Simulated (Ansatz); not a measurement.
**MgO under changes of volume**

One of the cells (10.016 Å³/atom); the others are scaled copies at fixed shape and fractional positions:

```
Mg O
1.0
     2.93802    0.00000    0.00000
    -1.46901    2.54440    0.00000
     0.00000    0.00000    2.67968
Mg O
1 1
Cartesian
  0.0000 0.0000 0.0000
  0.0000 1.6963 1.3398
```

Measurements of this composition are mostly on another form, of space group No. 225.

| Property | Result |
| --- | --- |
| Program | Ansatz 0.2.0 |
| Functional | LDA |
| Potentials or basis | all-electron LAPW, scalar-relativistic |
| Cutoff | 295 eV (chosen from the basis error) |
| Basis error allowed | 0.001 eV/atom |
| k mesh | 10 × 10 × 10 |
| Occupations | fermi-dirac, width 0.05 eV |
| Spin | no spin polarisation |

```csv
volume (Å³/atom),energy over the lowest point (meV/atom),pressure (GPa),gap on the mesh (eV)
9.415,0.00,-0.7,3.43
9.615,2.83,-3.8,3.26
9.816,9.41,-6.6,3.11
10.016,19.35,-9.2,2.96
10.216,32.28,-11.5,2.81
10.417,47.92,-13.5,2.67
10.617,?,?,?
```

**Question.** What does the run at 10.617 Å³/atom give?

**Answer.** Energy over the lowest point 66.00 meV/atom; pressure -15.3 GPa; gap on the mesh 2.54 eV.

Worked out: A Birch-Murnaghan fit of order 3 (a polynomial in V^(-2/3)) to the other rows has its minimum at 9.38 Å³/atom, just outside them, with B0 = V·E''(V) = 162 GPa and B' = 4.4 at fixed shape and positions, which overstates the stiffness. It gives 65.88 meV/atom at 10.617 Å³/atom, against the run's 66.00, and -dE/dV = -15.3 GPa, against -15.3. A straight line through the other rows of the gap, of slope -7.49 eV per unit of ln V, extrapolates to 2.52 eV, against the run's 2.54.

Energies are extrapolated to zero smearing.

A mesh can miss the band edges.

The runs don't all hold the same shells in valence.
